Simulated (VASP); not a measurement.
# Sb (R-3m) in VASP: settings compared

Aim: see how the results for Sb move with the level of theory and the settings. Levels: PBE, PBEsol. Tasks: equation of state.

Program: VASP 6.6.1. These are calculated values, not measurements. Logs are shortened: lines on timing, memory, paths and dates and some standing lists are left out, and cuts for length are marked.

**1. Starting point**

Symmetry: R-3m, No. 166, trigonal system. The conventional cell has a = 4.308 Å, b = 4.308 Å, c = 11.274 Å, α = 90.00°, β = 90.00°, γ = 120.00°. Around Sb (site symmetry 3m) lie 3 Sb at 2.91 Å.

**2. Equation of state, PBE, 28.39 Å³/atom (volume scaled by 0.94)**

The input, INCAR:

```
SYSTEM = Sb
  PREC = Accurate
  ENCUT = 520
  EDIFF = 1E-7
  ISMEAR = -1
  SIGMA = 0.05
  LREAL = .False.
  LASPH = .True.
  NELM = 100
  ALGO = Normal
  ISIF = 2
  LWAVE = .False.
  LCHARG = .False.
  GGA = PE
  NBANDS = 12
```

The input, KPOINTS:

```
Automatic mesh
0
Gamma
  8 8 8
  0 0 0
```

The input, POSCAR:

```
Sb
1.0
    2.1102243954      1.2183386227      3.6812845966
   -2.1102243954      1.2183386227      3.6812845966
    0.0000000000     -2.4366772455      3.6812845966
Sb
2
Direct
    0.7665100000      0.7665100000      0.7665100000
    0.2334900000      0.2334900000      0.2334900000
```

Potentials or basis: VASP PAW PBE potentials, release 64 (Sb).

On the command line:

```console
$ cat potpaw_PBE.64/Sb/POTCAR > POTCAR
$ mpirun -np 1 vasp_std > vasp.out
```

OUTCAR:

```text
SYSTEM = Sb
   PREC = Accurate
   ENCUT = 520
   EDIFF = 1E-7
   ISMEAR = -1
   LREAL = .False.
   LASPH = .True.
   NELM = 100
   ISIF = 2
   GGA = PE

 ion  position               nearest neighbor table
   1  0.767  0.767  0.767-   2 2.85   2 2.85   2 2.85   2 3.29   2 3.29   2 3.29
   2  0.233  0.233  0.233-   1 2.85   1 2.85   1 2.85   1 3.29   1 3.29   1 3.29

  LATTYP: Found a trigonal (rhomboedric) cell.
 ALAT       =     4.4146633257
 COS(alpha) =     0.5430253624

  Lattice vectors:

 A1 = (   2.1102243954,   1.2183386227,   3.6812845966)
 A2 = (  -2.1102243954,   1.2183386227,   3.6812845966)
 A3 = (   0.0000000000,  -2.4366772455,   3.6812845966)

Analysis of symmetry for initial positions (statically):
=====================================================================
 Subroutine PRICEL returns:
 Original cell was already a primitive cell.

 Routine SETGRP: Setting up the symmetry group for a
 trigonal (rhombohedral) supercell.

 Subroutine GETGRP returns: Found 12 space group operations
 (whereof 12 operations were pure point group operations)
 out of a pool of 12 trial point group operations.

The static configuration has the point symmetry D_3d.

Analysis of symmetry for dynamics (positions and initial velocities):
=====================================================================
 Subroutine PRICEL returns:
 Original cell was already a primitive cell.

 Routine SETGRP: Setting up the symmetry group for a
 trigonal (rhombohedral) supercell.

 Subroutine GETGRP returns: Found 12 space group operations
 (whereof 12 operations were pure point group operations)
 out of a pool of 12 trial point group operations.

The dynamic configuration has the point symmetry D_3d.

 Subroutine INISYM returns: Found 12 space group operations
 (whereof 12 operations are pure point group operations),
 and found     1 'primitive' translations

----------------------------------------------------------------------------------------

                                     Primitive cell

  volume of cell :      56.7868

  direct lattice vectors                    reciprocal lattice vectors
     2.110224395  1.218338623  3.681284597     0.236941626  0.136798312  0.090548102
    -2.110224395  1.218338623  3.681284597    -0.236941626  0.136798312  0.090548102
     0.000000000 -2.436677245  3.681284597     0.000000000 -0.273596623  0.090548102

  length of vectors
     4.414663326  4.414663326  4.414663326     0.288191032  0.288191032  0.288191032

  position of ions in fractional coordinates (direct lattice)
     0.766510000  0.766510000  0.766510000
     0.233490000  0.233490000  0.233490000

  ion indices of the primitive-cell ions
   primitive index   ion index
                 1           1
                 2           2

----------------------------------------------------------------------------------------

 KPOINTS: Automatic mesh

Automatic generation of k-mesh.
 Grid dimensions read from file:
 generate k-points for:    8    8    8

 Generating k-lattice:

  Cartesian coordinates                     Fractional coordinates (reciprocal lattice)
     0.029617703  0.017099789  0.011318513     0.125000000  0.000000000  0.000000000
    -0.029617703  0.017099789  0.011318513     0.000000000  0.125000000  0.000000000
     0.000000000 -0.034199578  0.011318513     0.000000000  0.000000000  0.125000000

  Length of vectors
     0.036023879  0.036023879  0.036023879

  Shift w.r.t. Gamma in fractional coordinates (k-lattice)
     0.000000000  0.000000000  0.000000000

 Subroutine IBZKPT returns following result:
 ===========================================

 Found     65 irreducible k-points:

 Following reciprocal coordinates:
            Coordinates               Weight
  0.000000  0.000000  0.000000      1.000000
  0.125000  0.000000  0.000000      6.000000
  0.250000  0.000000  0.000000      6.000000
  0.375000  0.000000  0.000000      6.000000
  0.500000  0.000000  0.000000      3.000000
  0.125000  0.125000  0.000000      6.000000
[... 42 lines left out ...]
  0.500000  0.250000  0.250000      6.000000
 -0.375000  0.250000  0.250000      6.000000
 [... further k-points ...]
   k-points           NKPTS =     65   k-points in BZ     NKDIM =     65   number of bands    NBANDS=     12
   number of dos      NEDOS =    301   number of ions     NIONS =      2
   total plane-waves  NPLWV =  46656
   dimension x,y,z NGX =    36 NGY =   36 NGZ =   36
   dimension x,y,z NGXF=    72 NGYF=   72 NGZF=   72
   ions per type =               2
   NGX,Y,Z   is equivalent  to a cutoff of  13.56, 13.56, 13.56 a.u.
   NGXF,Y,Z  is equivalent  to a cutoff of  27.11, 27.11, 27.11 a.u.
 SYSTEM =  Sb
   PREC   = accura    normal or accurate (medium, high low for compatibility)
   ISTART =      0    job   : 0-new  1-cont  2-samecut
   ICHARG =      2    charge: 1-file 2-atom 10-const
   ISPIN  =      1    spin polarized calculation?
   LNONCOLLINEAR =      F non collinear calculations
   LSORBIT =      F    spin-orbit coupling
   LASPH  =      T    aspherical Exc in radial PAW
   ENCUT  =  520.0 eV  38.22 Ry    6.18 a.u.   8.21  8.21  8.21*2*pi/ulx,y,z
   NELM   =    100;   NELMIN=  2; NELMDL= -5     # of ELM steps
   EDIFF  = 0.1E-06   stopping-criterion for ELM
   LREAL  =      F    real-space projection
   EDIFFG = 0.1E-05   stopping-criterion for IOM
   NSW    =      0    number of steps for IOM
   IBRION =     -1    ionic relax: 0-MD 1-quasi-New 2-CG
   NFREE  =      0    steps in history (QN), initial steepest desc. (CG)
   ISIF   =      2    stress and relaxation
   ISYM   =      2    0-nonsym 1-usesym 2-fastsym
   POTIM  = 0.5000    time-step for ionic-motion
   TEBEG  =    0.0;   TEEND  =   0.0 temperature during run
   PSTRESS=    0.0 pullay stress
   NELECT =      10.0000    total number of electrons
   NUPDOWN=      -1.0000    fix difference up-down
   EMIN   =  10.00;   EMAX   =-10.00  energy-range for DOS
   EFERMI =   0.00;   METHOD = LEGACY
   ISMEAR =    -1;   SIGMA  =   0.05  broadening in eV -4-tet -1-fermi 0-gaus
   EFERMI_NEDOS =   21; number of points for ismear=-14 and -15
   IALGO  =     38    algorithm
   IMIX   =      4    mixing-type and parameters
     AMIX     =   0.40;   BMIX     =  1.00
     AMIX_MAG =   1.60;   BMIX_MAG =  1.00
  volume/ion in A,a.u.               =      28.39       191.61
  Fermi-wavevector in a.u.,A,eV,Ry     =   0.917612  1.734035 11.456265  0.842012
  Thomas-Fermi vector in A             =   2.042600
   LORBIT       =      0    0 simple, 1 ext, 2 COOP (PROOUT), +10 PAW based schemes
   GGA     = PE    functional components
   LHFCALC =     F    Hartree Fock is set to
   AEXX    =    0.0000 exact exchange contribution
   IVDW    =     0    specifies the selected vdW correction
   LEPSILON=     F    determine dielectric tensor
   LRPA    =     F    only Hartree local field effects (RPA)
 non-spin polarized calculation
  energy-cutoff  :      520.00
  volume of cell :       56.79
 maximum number of plane-waves:      1548
 NGX is ok and might be reduce to    36
   NGX = 17   NGY = 17   NGZ = 17

 number of electron      10.0000000 magnetization

 Free energy of the ion-electron system (eV)
  ---------------------------------------------------
  ext. energy  EPLUGINS =         0.00000000
  ---------------------------------------------------
  free energy    TOTEN  =        -8.14742242 eV

  energy without entropy =       -8.14453625  energy(sigma->0) =       -8.14597933

 E-fermi :   8.2005     XC(G=0):  -9.7987

 val. band max:        8.1953388646   @ k =   0.3750   0.2500   0.2500
 cond. band min:       8.2819460375   @ k =   0.5000   0.0000   0.0000
 fundamental gap:      0.0866071729
 Fermi energy:         8.2005415950

 k-point     1 :       0.0000    0.0000    0.0000
  band No.  band energies     occupation
      1      -5.1424      2.00000
      2       3.6421      2.00000
      3       5.8624      2.00000
      4       6.1658      2.00000
      5       6.1658      2.00000
      6      10.1735      0.00000
      7      10.8833      0.00000
      8      10.8833      0.00000
      9      13.1228      0.00000
     10      13.1228      0.00000
     11      13.3367      0.00000
     12      14.5083      0.00000

 k-point     2 :       0.1250    0.0000    0.0000
  band No.  band energies     occupation
      1      -4.9584      2.00000
      2       2.7320      2.00000
      3       5.9037      2.00000
      4       6.1182      2.00000
      5       6.5569      2.00000
      6      10.1014      0.00000
      7      10.4448      0.00000
      8      10.4634      0.00000
      9      12.5382      0.00000
     10      13.0308      0.00000
     11      13.1959      0.00000
     12      15.7297      0.00000

 k-point     3 :       0.2500    0.0000    0.0000
  band No.  band energies     occupation
      1      -4.4113      2.00000
      2       1.0585      2.00000
      3       5.9234      2.00000
      4       6.0338      2.00000
      5       7.0651      2.00000
      6       9.3901      0.00000
      7       9.5068      0.00000
      8       9.5651      0.00000
      9      12.9514      0.00000
     10      13.5582      0.00000
     11      14.0739      0.00000
     12      18.0042      0.00000

 k-point     4 :       0.3750    0.0000    0.0000
  band No.  band energies     occupation
      1      -3.5235      2.00000
      2      -0.6392      2.00000
      3       5.9929      2.00000
      4       6.0348      2.00000
      5       7.4233      2.00000
      6       8.4888      0.00624
      7       8.6567      0.00022
      8       8.8221      0.00001
      9      14.2217      0.00000
     10      15.1906      0.00000
     11      15.6239      0.00000
     12      18.3072      0.00000

 k-point     5 :       0.5000    0.0000    0.0000
  band No.  band energies     occupation
      1      -2.6072      2.00000
      2      -1.8427      2.00000
      3       5.9905      2.00000
      4       6.1288      2.00000
      5       7.7808      1.99955
      6       7.9085      1.99420
      7       8.2819      0.32818
      8       8.5398      0.00226
      9      15.7337      0.00000
     10      16.4325      0.00000
     11      17.3740      0.00000
     12      17.4075      0.00000
[... 468 lines left out ...]
      1      -2.3082      2.00000
      2      -0.9676      2.00000
      3       2.7818      2.00000
      4       3.4841      2.00000
      5       6.4617      2.00000
      6       9.7555      0.00000
      7      12.0042      0.00000
      8      13.0287      0.00000
      9      13.4256      0.00000
     10      15.0244      0.00000
     11      17.9878      0.00000
     12      18.7022      0.00000

 k-point    38 :      -0.2500    0.3750    0.1250
  band No.  band energies     occupation
      1      -2.1944      2.00000
      2      -1.2906      2.00000
      3       2.8720      2.00000
      4       3.9969      2.00000
      5       6.9119      2.00000
      6       8.7705      0.00002
      7      12.0322      0.00000
      8      12.6401      0.00000
      9      14.0576      0.00000
     10      14.2979      0.00000
     11      16.5794      0.00000
     12      18.0945      0.00000

 k-point    39 :      -0.1250    0.3750    0.1250
  band No.  band energies     occupation
      1      -3.0815      2.00000
      2      -0.6036      2.00000
      3       3.6853      2.00000
      4       5.1047      2.00000
      5       6.3734      2.00000
      6       8.8804      0.00000
      7      10.8754      0.00000
      8      11.9574      0.00000
      9      12.7926      0.00000
     10      15.6065      0.00000
     11      16.6408      0.00000
     12      17.9194      0.00000

 k-point    40 :       0.5000    0.5000    0.1250
  band No.  band energies     occupation
      1      -2.7718      2.00000
      2      -0.0413      2.00000
      3       2.3674      2.00000
      4       4.3466      2.00000
      5       4.6345      2.00000
      6       9.8561      0.00000
      7      12.5922      0.00000
      8      13.4423      0.00000
      9      14.7979      0.00000
     10      17.3665      0.00000
     11      17.4140      0.00000
     12      17.7669      0.00000

 [... further k-points ...]

------------------------ aborting loop because EDIFF is reached ----------------------------------------

  FORCE on cell =-STRESS in cart. coord.  units (eV):
  Direction    XX          YY          ZZ          XY          YZ          ZX
  --------------------------------------------------------------------------------------
  -------------------------------------------------------------------------------------
  Total        2.7395856      2.7395856      2.2251950      0.0000000     -0.0000000      0.0000000
  in kB       77.2944225     77.2944225     62.7814522      0.0000000     -0.0000000      0.0000000
  external PRESSURE =      72.4567657 kB  Pullay stress =       0.0000000 kB

 VOLUME and BASIS-vectors are now :
 -----------------------------------------------------------------------------
  energy-cutoff  :      520.00
  volume of cell :       56.79
      direct lattice vectors                 reciprocal lattice vectors
     2.110224395  1.218338623  3.681284597     0.236941626  0.136798312  0.090548102
    -2.110224395  1.218338623  3.681284597    -0.236941626  0.136798312  0.090548102
     0.000000000 -2.436677245  3.681284597     0.000000000 -0.273596623  0.090548102

 POSITION                                       TOTAL-FORCE (eV/Angst)
 -----------------------------------------------------------------------------------
      0.00000     -0.00000      8.46522         0.000000      0.000000     -0.572307
      0.00000     -0.00000      2.57863         0.000000     -0.000000      0.572307
 -----------------------------------------------------------------------------------
    total drift:                                0.000000      0.000000     -0.000000

  FREE ENERGIE OF THE ION-ELECTRON SYSTEM (eV)
  ---------------------------------------------------
  free  energy   TOTEN  =        -8.1474224180 eV

  energy  without entropy=       -8.1445362478  energy(sigma->0) =       -8.14597933
```

Wall time 37 s (1 thread of Intel Xeon Platinum 8488C (Sapphire Rapids), shared host); peak memory 0.21 GiB.

Results:

| Item | Value |
| --- | --- |
| Free energy | -8.1474 eV |
| Pressure | 7.2 GPa |
| Largest force | 0.572 eV/Å |
| Band gap on the k mesh | none (metal or under the smearing width) |

**3. Equation of state, PBE, 29.00 Å³/atom (volume scaled by 0.96)**

The input, INCAR:

```
SYSTEM = Sb
PREC = Accurate ; ENCUT = 520
EDIFF = 1E-7 ; ISMEAR = -1
SIGMA = 0.05 ; LREAL = .False.
LASPH = .True. ; NELM = 60
ALGO = Normal ; ISIF = 2
LWAVE = .False. ; LCHARG = .False.
GGA = PE ; NBANDS = 12
```

The input, KPOINTS:

```
regular mesh
0
Gamma
  8 8 8
  0 0 0
```

The input, POSCAR:

```
Sb
1.0
    2.1250856202      1.2269187549      3.7072099901
   -2.1250856202      1.2269187549      3.7072099901
    0.0000000000     -2.4538375098      3.7072099901
Sb
2
Direct
    0.7665100000      0.7665100000      0.7665100000
    0.2334900000      0.2334900000      0.2334900000
```

Potentials or basis: VASP PAW PBE potentials, release 64 (Sb).

On the command line:

```console
$ cat potpaw_PBE.64/Sb/POTCAR > POTCAR
$ mpirun -np 1 vasp_std > vasp.out
```

Run time: 49 s. Hardware: 1 thread of Intel Xeon Platinum 8488C (Sapphire Rapids), shared host; peak memory 0.21 GiB.

The run converged. Its results:

```
Free energy            : -8.1957 eV
Pressure               : 5.6 GPa
Largest force          : 0.440 eV/Å
Band gap on the k mesh : none (metal or under the smearing width)
```

**4. Equation of state, PBE, 29.60 Å³/atom (volume scaled by 0.98)**

The input, INCAR:

```
SYSTEM = Sb
  PREC = Accurate
  ENCUT = 520
  EDIFF = 1E-7
  ISMEAR = -1
  SIGMA = 0.05
  LREAL = .False.
  LASPH = .True.
  NELM = 100
  ALGO = Normal
  ISIF = 2
  LWAVE = .False.
  LCHARG = .False.
  GGA = PE
  NBANDS = 12
```

KPOINTS is that of step 3.

The input, POSCAR:

```
Sb
1.0
    2.1397418462      1.2353805309      3.7327777635
   -2.1397418462      1.2353805309      3.7327777635
    0.0000000000     -2.4707610619      3.7327777635
Sb
2
Direct
    0.7665100000      0.7665100000      0.7665100000
    0.2334900000      0.2334900000      0.2334900000
```

On the command line:

```console
$ cat potpaw_PBE.64/Sb/POTCAR > POTCAR
$ mpirun -np 1 vasp_std > vasp.out
```

Run time: 40 s. Hardware: 1 thread of Intel Xeon Platinum 8488C (Sapphire Rapids), shared host; peak memory 0.21 GiB.

It converged, with:

| Property | Result |
| --- | --- |
| Free energy | -8.2321 eV |
| Pressure | 4.1 GPa |
| Largest force | 0.316 eV/Å |
| Band gap on the k mesh | none (metal or under the smearing width) |

**5. Equation of state, PBE, 30.81 Å³/atom (volume scaled by 1.02)**

The input, INCAR:

```
PREC = Accurate ; ENCUT = 520
EDIFF = 1E-7 ; ISMEAR = -1
SIGMA = 0.05 ; LREAL = F
LASPH = T ; NELM = 60
ALGO = Normal ; ISIF = 2
LWAVE = F ; LCHARG = F
GGA = PE ; NBANDS = 12
```

The input, KPOINTS:

```
Automatic mesh
0
Gamma
  8 8 8
```

The input, POSCAR:

```
Sb
1.0
    2.1684666409      1.2519647989      3.7828881425
   -2.1684666409      1.2519647989      3.7828881425
    0.0000000000     -2.5039295978      3.7828881425
Sb
2
Direct
    0.7665100000      0.7665100000      0.7665100000
    0.2334900000      0.2334900000      0.2334900000
```

On the command line:

```console
$ cat potpaw_PBE.64/Sb/POTCAR > POTCAR
$ mpirun -np 1 vasp_std > vasp.out
```

It took 48 s on 1 thread of Intel Xeon Platinum 8488C (Sapphire Rapids), shared host; peak memory 0.21 GiB.

It converged, with:

| Property | Result |
| --- | --- |
| Free energy | -8.2741 eV |
| Pressure | 1.6 GPa |
| Largest force | 0.094 eV/Å |
| Band gap on the k mesh | none (metal or under the smearing width) |

**6. Equation of state, PBE, 31.41 Å³/atom (volume scaled by 1.04)**

The input, INCAR:

```
ALGO = Normal
EDIFF = 1E-7
ENCUT = 520
GGA = PE
ISIF = 2
ISMEAR = -1
LASPH = True
LCHARG = False
LREAL = False
LWAVE = False
NBANDS = 12
NELM = 80
PREC = Accurate
SIGMA = 0.05
```

The input, KPOINTS:

```
k-points
0
Gamma
  8 8 8
```

The input, POSCAR:

```
Sb
1.0
    2.1825479877      1.2600946682      3.8074530396
   -2.1825479877      1.2600946682      3.8074530396
    0.0000000000     -2.5201893365      3.8074530396
Sb
2
Direct
    0.7665100000      0.7665100000      0.7665100000
    0.2334900000      0.2334900000      0.2334900000
```

Potentials or basis: VASP PAW PBE potentials, release 64 (Sb).

On the command line:

```console
$ cat potpaw_PBE.64/Sb/POTCAR > POTCAR
$ mpirun -np 1 vasp_std > vasp.out
```

Wall time 39 s (1 thread of Intel Xeon Platinum 8488C (Sapphire Rapids), shared host); peak memory 0.22 GiB.

It converged, with:

| Property | Result |
| --- | --- |
| Free energy | -8.2818 eV |
| Pressure | 0.5 GPa |
| Largest force | 0.005 eV/Å |
| Band gap on the k mesh | none (metal or under the smearing width) |

**7. Equation of state, PBE, 32.02 Å³/atom (volume scaled by 1.06)**

The input, INCAR:

```
SYSTEM = Sb
  PREC = Accurate
  ENCUT = 520
  EDIFF = 1E-7
  ISMEAR = -1
  SIGMA = 0.05
  LREAL = .False.
  LASPH = .True.
  NELM = 100
  ALGO = Normal
  ISIF = 2
  LWAVE = .False.
  LCHARG = .False.
  GGA = PE
  NBANDS = 12
```

The input, KPOINTS:

```
regular mesh
0
Gamma
  8 8 8
  0 0 0
```

The input, POSCAR:

```
Sb
1.0
    2.1964499421      1.2681209653      3.8317049867
   -2.1964499421      1.2681209653      3.8317049867
    0.0000000000     -2.5362419306      3.8317049867
Sb
2
Direct
    0.7665100000      0.7665100000      0.7665100000
    0.2334900000      0.2334900000      0.2334900000
```

On the command line:

```console
$ cat potpaw_PBE.64/Sb/POTCAR > POTCAR
$ mpirun -np 1 vasp_std > vasp.out
```

Wall time 34 s (1 thread of Intel Xeon Platinum 8488C (Sapphire Rapids), shared host); peak memory 0.22 GiB.

It converged, with:

```yaml
Free_energy: -8.2818 eV
Pressure: -0.5 GPa
Largest_force: 0.097 eV/Å
Band_gap_on_the_k_mesh: none (metal or under the smearing width)
```

**8. Equation of state, PBE**

This step only gathers the single runs of the series.

What came out:

```yaml
Equilibrium_volume: 31.71 Å³/atom
Bulk_modulus_at_fixed_shape_and_positions: 51 GPa
Pressure_derivative_of_the_bulk_modulus: 4.6
```

Energy against volume, from the lowest point:
```csv
volume (Å³/atom),energy (meV/atom)
28.393,67.18
28.998,43.05
29.602,24.86
30.206,11.98
30.810,3.85
31.414,0.00
32.018,0.00
```

Caveat: the cell was scaled at fixed shape and fractional positions, which overstates the stiffness of a crystal with free parameters, most of all of layers and chains.

(Continued in part 2 of 2.)
